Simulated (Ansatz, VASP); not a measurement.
**Two plane-wave programs on Sn**

The input INCAR:

```
SYSTEM = Sn
PREC = Accurate ; ENCUT = 520
EDIFF = 1E-6 ; ISMEAR = -1
SIGMA = 0.0571 ; LREAL = .False.
LASPH = .True. ; NELM = 60
ALGO = Normal ; ISIF = 2
LWAVE = .False. ; LCHARG = .False.
GGA = PE ; NBANDS = 13
```

The input KPOINTS:

```
Automatic mesh
0
Gamma
  7 7 7
  0 0 0
```

The input POSCAR:

```
Sn
1.0
   -1.8703720000      1.8703720000      1.8703720000
    1.8703720000     -1.8703720000      1.8703720000
    1.8703720000      1.8703720000     -1.8703720000
Sn
1
Direct
    0.0000000000      0.0000000000      0.0000000000
```

Input for Ansatz:

```yaml
crystal:
  lattice:
    - [-1.870372, 1.870372, 1.870372]
    - [1.870372, -1.870372, 1.870372]
    - [1.870372, 1.870372, -1.870372]
  atoms:
    - { symbol: Sn, position: [0.0, 0.0, 0.0] }
  symmetry: { tolerance: 0.0003 }
kpoints:
  mp_grid: { grid: [7, 7, 7], shift: [0, 0, 0] }
magnetization:
  spin_polarized: false
scf:
  occupations: { method: fermi_dirac, width: 0.0571 }
hamiltonian:
  pseudopotentials: { kind: paw }
  xc: pbe
basis:
  ecutwfc: 420
output:
  forces: true
  stress: true
  eigenvalues: true
```

The cell was built by a generator and needn't be a form met in nature.

Alike in both runs: task single point; functional PBE; k mesh 7 × 7 × 7; occupations fermi-dirac, width 0.0571 eV; no spin polarisation.

|  | VASP | Ansatz |
| --- | --- | --- |
| version | VASP 6.6.1 | Ansatz 0.2.0 |
| potentials or method | VASP PAW PBE potentials, release 64 (Sn_d) | PAW plane waves |
| plane-wave cutoff (eV) | 520 | 420 |
| valence electrons in the cell | 14 | 14 |

VASP gave:

- gap on the k mesh at the Fermi level (eV): none
- pressure (GPa): 3.3

Problem. Estimate Ansatz's values.

Solution. gap on the k mesh at the Fermi level (eV): none; pressure (GPa): 3.4.

A gap of «none» marks a metal or a gap that the smearing closes.
